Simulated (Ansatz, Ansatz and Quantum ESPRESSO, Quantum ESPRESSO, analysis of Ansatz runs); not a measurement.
## Do two programs agree on Al_i in AlN (P6_3mc)? (Ansatz and Quantum ESPRESSO)

How far apart do two plane-wave programs put the levels and formation energies of Al_i in AlN (P6_3mc)? Both take a cell of 72 host atoms with 1 Al put in.

Main program and level: Ansatz and Quantum ESPRESSO; two programs on one cell.

## 1. The starting structure

The cell holds 73 atoms: 37 Al and 36 N. Cell: a = 9.345 Å, b = 9.345 Å, c = 9.978 Å, α = 90.0°, β = 90.0°, γ = 120.0°. It derives from AlN (space group P6_3mc). Nearest the centre at fractional (0.768, 0.717, 0.095): Al73 at 0.00 Å, Al65 at 1.83 Å, N71 at 1.83 Å, Al62 at 1.83 Å, N60 at 1.83 Å, Al70 at 1.83 Å, N68 at 1.83 Å, N39 at 2.79 Å.

Structure file:

```
CELL_PARAMETERS angstrom
9.34497 0.00000 0.00000
-4.67248 8.09298 0.00000
0.00000 0.00000 9.97783
ATOMIC_POSITIONS crystal
Al 0.22222 0.11111 0.24956
Al 0.11111 0.22222 0.49956
N 0.22222 0.11111 0.44044
N 0.11111 0.22222 0.19044
Al 0.22222 0.11111 0.74956
Al 0.11111 0.22222 0.99956
N 0.22222 0.11111 0.94044
N 0.11111 0.22222 0.69044
Al 0.22222 0.44444 0.24956
Al 0.11111 0.55556 0.49956
N 0.22222 0.44444 0.44044
N 0.11111 0.55556 0.19044
Al 0.22222 0.44444 0.74956
Al 0.11111 0.55556 0.99956
N 0.22222 0.44444 0.94044
N 0.11111 0.55556 0.69044
Al 0.22222 0.77778 0.24956
Al 0.11111 0.88889 0.49956
N 0.22222 0.77778 0.44044
N 0.11111 0.88889 0.19044
Al 0.22222 0.77778 0.74956
Al 0.11111 0.88889 0.99956
N 0.22222 0.77778 0.94044
N 0.11111 0.88889 0.69044
Al 0.55556 0.11111 0.24956
Al 0.44444 0.22222 0.49956
N 0.55556 0.11111 0.44044
N 0.44444 0.22222 0.19044
Al 0.55556 0.11111 0.74956
Al 0.44444 0.22222 0.99956
N 0.55556 0.11111 0.94044
N 0.44444 0.22222 0.69044
Al 0.55556 0.44444 0.24956
Al 0.44444 0.55556 0.49956
N 0.55556 0.44444 0.44044
N 0.44444 0.55556 0.19044
Al 0.55556 0.44444 0.74956
Al 0.44444 0.55556 0.99956
N 0.55556 0.44444 0.94044
N 0.44444 0.55556 0.69044
Al 0.55556 0.77778 0.24956
Al 0.44444 0.88889 0.49956
N 0.55556 0.77778 0.44044
N 0.44444 0.88889 0.19044
Al 0.55556 0.77778 0.74956
Al 0.44444 0.88889 0.99956
N 0.55556 0.77778 0.94044
N 0.44444 0.88889 0.69044
Al 0.88889 0.11111 0.24956
Al 0.77778 0.22222 0.49956
N 0.88889 0.11111 0.44044
N 0.77778 0.22222 0.19044
Al 0.88889 0.11111 0.74956
Al 0.77778 0.22222 0.99956
N 0.88889 0.11111 0.94044
N 0.77778 0.22222 0.69044
Al 0.88889 0.44444 0.24956
Al 0.77778 0.55556 0.49956
N 0.88889 0.44444 0.44044
N 0.77778 0.55556 0.19044
Al 0.88889 0.44444 0.74956
Al 0.77778 0.55556 0.99956
N 0.88889 0.44444 0.94044
N 0.77778 0.55556 0.69044
Al 0.88889 0.77778 0.24956
Al 0.77778 0.88889 0.49956
N 0.88889 0.77778 0.44044
N 0.77778 0.88889 0.19044
Al 0.88889 0.77778 0.74956
Al 0.77778 0.88889 0.99956
N 0.88889 0.77778 0.94044
N 0.77778 0.88889 0.69044
Al 0.76830 0.71749 0.09500
```

Known beforehand: the electronic dielectric constant, (4.51, 4.51, 4.73) along x, y and z, and the static one, (8.19, 8.19, 9.69) along x, y and z, from a response run on this crystal (DFPT, PBEsol, ph.x of Quantum ESPRESSO) at that run's own cell.

The cell's shortest repeat is 9.3 Å.

## 2. Ansatz: the charge states

Each charge needs its own total energy at its own relaxed structure. The first state starts from small random displacements of the atoms near the defect, and the others from the structure of a charge already relaxed. A uniform background keeps charged cells neutral.

Method: plane-wave PAW DFT, PBEsol. One state in full; the table below says how the others differ.

Contents of input.yaml:

```yaml
crystal:
  lattice:
    - [9.3449670082, 8.62e-08, 0.0]
    - [-4.6724835787, 8.0929787835, 0.0]
    - [0.0, 0.0, 9.9778324024]
  atoms:
    - { symbol: Al, position: [0.2222222222, 0.1111111111, 0.249560765] }
    - { symbol: Al, position: [0.1111111111, 0.2222222222, 0.499560765] }
    - { symbol: "N", position: [0.2222222222, 0.1111111111, 0.440439235] }
    - { symbol: "N", position: [0.1111111111, 0.2222222222, 0.190439235] }
    - { symbol: Al, position: [0.2222222222, 0.1111111111, 0.749560765] }
    - { symbol: Al, position: [0.1111111111, 0.2222222222, 0.999560765] }
    - { symbol: "N", position: [0.2222222222, 0.1111111111, 0.940439235] }
    - { symbol: "N", position: [0.1111111111, 0.2222222222, 0.690439235] }
    - { symbol: Al, position: [0.2222222222, 0.4444444444, 0.249560765] }
    - { symbol: Al, position: [0.1111111111, 0.5555555556, 0.499560765] }
    - { symbol: "N", position: [0.2222222222, 0.4444444444, 0.440439235] }
    - { symbol: "N", position: [0.1111111111, 0.5555555556, 0.190439235] }
    - { symbol: Al, position: [0.2222222222, 0.4444444444, 0.749560765] }
    - { symbol: Al, position: [0.1111111111, 0.5555555556, 0.999560765] }
    - { symbol: "N", position: [0.2222222222, 0.4444444444, 0.940439235] }
    - { symbol: "N", position: [0.1111111111, 0.5555555556, 0.690439235] }
    - { symbol: Al, position: [0.2222222222, 0.7777777778, 0.249560765] }
    - { symbol: Al, position: [0.1111111111, 0.8888888889, 0.499560765] }
    - { symbol: "N", position: [0.2222222222, 0.7777777778, 0.440439235] }
    - { symbol: "N", position: [0.1121379019, 0.888733281, 0.1855377028] }
    - { symbol: Al, position: [0.2222222222, 0.7777777778, 0.749560765] }
    - { symbol: Al, position: [0.1139675709, 0.8940542013, 1.0022981002] }
    - { symbol: "N", position: [0.2222222222, 0.7777777778, 0.940439235] }
    - { symbol: "N", position: [0.1111111111, 0.8888888889, 0.690439235] }
    - { symbol: Al, position: [0.5555555556, 0.1111111111, 0.249560765] }
    - { symbol: Al, position: [0.4444444444, 0.2222222222, 0.499560765] }
    - { symbol: "N", position: [0.5555555556, 0.1111111111, 0.440439235] }
    - { symbol: "N", position: [0.4444444444, 0.2222222222, 0.190439235] }
    - { symbol: Al, position: [0.5555555556, 0.1111111111, 0.749560765] }
    - { symbol: Al, position: [0.4444444444, 0.2222222222, 0.999560765] }
    - { symbol: "N", position: [0.5555555556, 0.1111111111, 0.940439235] }
    - { symbol: "N", position: [0.4444444444, 0.2222222222, 0.690439235] }
    - { symbol: Al, position: [0.5542581831, 0.4389210573, 0.2477831315] }
    - { symbol: Al, position: [0.4444444444, 0.5555555556, 0.499560765] }
    - { symbol: "N", position: [0.5555555556, 0.4444444444, 0.440439235] }
    - { symbol: "N", position: [0.4382967905, 0.5525184358, 0.189942777] }
    - { symbol: Al, position: [0.5555555556, 0.4444444444, 0.749560765] }
    - { symbol: Al, position: [0.4424392811, 0.5505667909, 1.0024810711] }
    - { symbol: "N", position: [0.5510187479, 0.4410874122, 0.9371941096] }
    - { symbol: "N", position: [0.4444444444, 0.5555555556, 0.690439235] }
    - { symbol: Al, position: [0.5552780917, 0.7796954172, 0.2541815126] }
    - { symbol: Al, position: [0.4444444444, 0.8888888889, 0.499560765] }
    - { symbol: "N", position: [0.5555555556, 0.7777777778, 0.440439235] }
    - { symbol: "N", position: [0.4444444444, 0.8888888889, 0.190439235] }
    - { symbol: Al, position: [0.5555555556, 0.7777777778, 0.749560765] }
    - { symbol: Al, position: [0.4444444444, 0.8888888889, 0.999560765] }
    - { symbol: "N", position: [0.5511919333, 0.7725500547, 0.9383305751] }
    - { symbol: "N", position: [0.4444444444, 0.8888888889, 0.690439235] }
    - { symbol: Al, position: [0.8888888889, 0.1111111111, 0.249560765] }
    - { symbol: Al, position: [0.7777777778, 0.2222222222, 0.499560765] }
    - { symbol: "N", position: [0.8888888889, 0.1111111111, 0.440439235] }
    - { symbol: "N", position: [0.7777777778, 0.2222222222, 0.190439235] }
    - { symbol: Al, position: [0.8888888889, 0.1111111111, 0.749560765] }
    - { symbol: Al, position: [0.7777777778, 0.2222222222, 0.999560765] }
    - { symbol: "N", position: [0.8888888889, 0.1111111111, 0.940439235] }
    - { symbol: "N", position: [0.7777777778, 0.2222222222, 0.690439235] }
    - { symbol: Al, position: [0.8888888889, 0.4444444444, 0.249560765] }
    - { symbol: Al, position: [0.7777777778, 0.5555555556, 0.499560765] }
    - { symbol: "N", position: [0.8888888889, 0.4444444444, 0.440439235] }
    - { symbol: "N", position: [0.7800428517, 0.5587894104, 0.186212799] }
    - { symbol: Al, position: [0.8888888889, 0.4444444444, 0.749560765] }
    - { symbol: Al, position: [0.7835840411, 0.5590738714, 1.0011733566] }
    - { symbol: "N", position: [0.8888888889, 0.4444444444, 0.940439235] }
    - { symbol: "N", position: [0.7777777778, 0.5555555556, 0.690439235] }
    - { symbol: Al, position: [0.8905374628, 0.7752815406, 0.2532555825] }
    - { symbol: Al, position: [0.7777777778, 0.8888888889, 0.499560765] }
    - { symbol: "N", position: [0.8916419516, 0.774800518, 0.4385690052] }
    - { symbol: "N", position: [0.7740174885, 0.8912480274, 0.1902272811] }
    - { symbol: Al, position: [0.8896317551, 0.7830210634, 0.747578694] }
    - { symbol: Al, position: [0.7726101062, 0.8886045685, 0.9978565174] }
    - { symbol: "N", position: [0.8858993305, 0.77387356, 0.9441994415] }
    - { symbol: "N", position: [0.7777777778, 0.8888888889, 0.690439235] }
    - { symbol: Al, position: [0.7699265718, 0.7131390574, 0.0947783502] }
total_charge: 1
basis:
  ecutwfc: 420
  xc_grid: 2
hamiltonian:
  xc: pbesol
  pseudopotentials: { kind: paw, azcp: { folder: soft_1 }, xc_functional: pbe }
kpoints:
  mp_grid: { grid: [1, 1, 1], shift: [0.25, 0.25, 0.25] }
scf:
  occupations: { method: fixed }
  max_iter: 100
output:
  forces: true
  eigenvalues: unsolved
  write_density: true
  write_potential: true
  volumetric_format: npy
relax:
  f_tol: 0.02
  max_steps: 70
```

Launch:

```sh
$ ansatz run input.yaml --threads 4 --pin off --max-ram 16015MiB --backend cpu --events-out ev --progress --plain --runs-dir out
```

Numbers of over 12 decimals in the logs are rounded to 6 here.

What it wrote:

```text
[... repeated set-up lines and file paths are left out, and long positions are rounded to six places ...]
settings of this run that can trade accuracy for cost: output.eigenvalues: unsolved. Do not mix this run's numbers with those of runs without the same settings; the input reference describes each key
The last accepted step is kept in <dir> (removed where the run ends without a failure and the disk answers)
Engine: ansatz 0.2.0, x86_64-unknown-linux-gnu
Pseudopotentials: kind: paw
Pseudopotential: Al, paw, valence charge 3, recommended cutoff 420 eV (normal), soft_1/Al.paw.azcp
Pseudopotential: N, paw, valence charge 5, recommended cutoff 420 eV (normal), soft_1/N.paw.azcp
Functional definition: PBEsol
  exchange = pbesol_x
  correlation = pbesol_c
Crystal: 73 atoms, lattice volume = 754.610 Å³
Basis set: ecut = 420 eV, 14781 PW (Γ), exchange–correlation on 128×128×144 points (8 copies of the dense FFT grid, shifted against one another)
[...]
- { symbol: Al, position: [0.114198, 0.224370, 0.500478] }
    [... 30 atoms left out ...]
    - { symbol: Al, position: [0.550945, 0.433425, 0.258029] }
    [... 4 atoms left out ...]
    - { symbol: Al, position: [0.444360, 0.559056, 0.981937] }
    [... 8 atoms left out ...]
    - { symbol: N, position: [0.535754, 0.775107, 0.913541] }
    [... 12 atoms left out ...]
    - { symbol: N, position: [0.778717, 0.567829, 0.192070] }
    [... 1 atom left out ...]
    - { symbol: Al, position: [0.783171, 0.558770, 0.981739] }
    [... 2 atoms left out ...]
    - { symbol: Al, position: [0.915824, 0.787329, 0.279922] }
    [... 2 atoms left out ...]
    - { symbol: N, position: [0.773788, 0.877983, 0.255032] }
    [... 1 atom left out ...]
    - { symbol: Al, position: [0.768557, 0.869952, 0.937553] }
    - { symbol: N, position: [0.907014, 0.775558, 0.914311] }
    [... 1 atom left out ...]
    - { symbol: Al, position: [0.688053, 0.706939, 0.132479] }
settings of this run that can trade accuracy for cost: output.eigenvalues: unsolved. Do not mix this run's numbers with those of runs without the same settings; the input reference describes each key
[key lines of the parts left out:]
SCF converged after 5 iterations
Free energy (F): -33142.349528 eV
Fermi energy:    9.962843 eV
```

It took 65 s on 4 threads of AMD EPYC 9R14 (Zen 4), shared host; peak memory 1.2 GiB.

The runs, on 4 threads of AMD EPYC 9R14 (Zen 4), shared host:

| charge | moment held (μB) | k-points | occupations | outcome | force calls | largest force component (eV/Å) | time |
| --- | --- | --- | --- | --- | --- | --- | --- |
| +1 | no spin | one point at (¼, ¼, ¼) | fixed | converged | 15 | 0.0075 | 65 s |
| +3 | no spin | one point at (¼, ¼, ¼) | fixed | converged | 7 | 0.017 | 29 s |
| +2 | 1 | one point at (¼, ¼, ¼) | fixed | converged | 9 | 0.017 | 80 s |
| 0 | 1 | one point at (¼, ¼, ¼) | fixed | converged | 14 | 0.0054 | 2.1 min |

(Continued in part 2 of 2.)

[Logs are printed without paths, hosts, clocks, repeated set-up lines and the standing remarks that a program may print on its own settings, such as how far it seeks lower states.]

[Hosts, paths, dates, database ids (printed as entryN), source tags and the programs' standing remarks are cut or masked in the printed files.]

[Where a table of states has a column of steps, it counts the stored structures, which are thinned; the runs took as many ionic steps or more.]

[For some hosts the program warned that the k-mesh of the response run may be too coarse for force constants and the static dielectric constant; such warnings are not shown here.]
